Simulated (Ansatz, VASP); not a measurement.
## Ca in VASP and in Ansatz

The input INCAR:

```
ALGO = Normal
EDIFF = 1E-7
ENCUT = 520
GGA = PE
ISIF = 2
ISMEAR = -1
LASPH = True
LCHARG = False
LREAL = False
LWAVE = False
NBANDS = 11
NELM = 80
PREC = Accurate
SIGMA = 0.05
```

Contents of KPOINTS:

```
k-points
0
Gamma
  9 9 9
```

POSCAR

```
Ca
1.0
   -2.2198093352      2.2198093352      2.2106590405
    2.2198093352     -2.2198093352      2.2106590405
    2.2198093352      2.2198093352     -2.2106590405
Ca
1
Direct
    0.5000000000      0.5000000000      0.0000000000
```

Contents of input.yaml:

```yaml
crystal:
  lattice:
    - [-2.2198093352, 2.2198093352, 2.2106590405]
    - [2.2198093352, -2.2198093352, 2.2106590405]
    - [2.2198093352, 2.2198093352, -2.2106590405]
  atoms:
    - { symbol: Ca, position: [0.5, 0.5, 0.0] }
hamiltonian:
  xc: pbe
  pseudopotentials: { kind: paw }
kpoints:
  mp_grid: { grid: [9, 9, 9] }
scf:
  occupations: { method: fermi_dirac, width: 0.05 }
output:
  forces: true
  stress: true
  eigenvalues: true
```

Change from the starting cell: volume scaled by 1.02.

Alike in both runs: task single point; functional PBE; k mesh 9 × 9 × 9; occupations fermi-dirac, width 0.05 eV; no spin polarisation.

|  | VASP | Ansatz |
| --- | --- | --- |
| version | VASP 6.6.1 | Ansatz 0.2.0 |
| potentials or method | VASP PAW PBE potentials, release 64 (Ca_sv) | Ansatz PAW |
| plane-wave cutoff (eV) | 520 | 420 |
| valence electrons in the cell | 10 | 10 |

```csv
,VASP,Ansatz,Ansatz less VASP
gap on the k mesh at the Fermi level (eV),none,none,-
pressure (GPa),-0.5,-0.5,-0.01
```

A gap of «none» marks a metal or a gap that the smearing closes.
